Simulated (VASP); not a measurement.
Input of a VASP 6.6.1 run:

Contents of INCAR:

```
PREC = Accurate
ENCUT = 520
EDIFF = 1E-6
ISMEAR = 0
SIGMA = 0.03
LREAL = False
LASPH = True
NELM = 80
ALGO = Normal
ISIF = 2
LWAVE = False
LCHARG = False
GGA = PS
NBANDS = 11
KPAR = 2
```

Contents of KPOINTS:

```
regular mesh
0
Gamma
  6 6 6
```

The input POSCAR:

```
SiC                                     
1.0
    0.0000000000      2.1790000000      2.1790000000
    2.1790000000      0.0000000000      2.1790000000
    2.1790000000      2.1790000000      0.0000000000
  Si              C             
     1     1
Direct
     0.0000000000000000    0.0000000000000000    0.0000000000000000
     0.2500000000000000    0.2500000000000000    0.2500000000000000
```

The input KPOINTS_OPT:

```
explicit points
9
Reciprocal
 0.0000000000  0.0000000000  0.0000000000 1
 0.3750000000  0.3750000000  0.7500000000 1
 0.5000000000  0.5000000000  0.5000000000 1
 0.6250000000  0.2500000000  0.6250000000 1
 0.5000000000  0.2500000000  0.7500000000 1
 0.5000000000  0.0000000000  0.5000000000 1
 0.4000000000  0.0000000000  0.4000000000 1
 0.4250000000  0.0000000000  0.4250000000 1
 0.4500000000  0.0000000000  0.4500000000 1
```

Potentials or basis: VASP PAW PBE potentials, release 64 (Si, C).

Run with:

```bash
$ cat potpaw_PBE.64/Si/POTCAR potpaw_PBE.64/C/POTCAR > POTCAR
$ mpirun -np 2 vasp_std > vasp.out
```

**Question.** Predict the pressure.

**Answer.** 0.2 GPa.

**Question.** Predict the band gap along the path.

**Answer.** 1.23 eV, indirect (least direct gap 4.44 eV).

Caveat: the PAW data sets were made with another functional, which shifts forces and pressure a little.

**What was measured.**

From “Insight into the structural, elastic and electronic properties of a new orthorhombic 6O-SiC polytype”, 2020, pmc:7200658, for a bulk crystal of SiC: band gap 2.4 eV (indirect).

Against the measured gap of SiC, 2.4 eV (indirect; quoted in “Insight into the structural, elastic and electronic properties of a new orthorhombic 6O-SiC polytype”, 2020, pmc:7200658), the calculated 1.23 eV is off by -1.17 eV. The value is that of PBEsol, without temperature or zero-point motion. Semilocal functionals fall short of measured gaps as a rule.
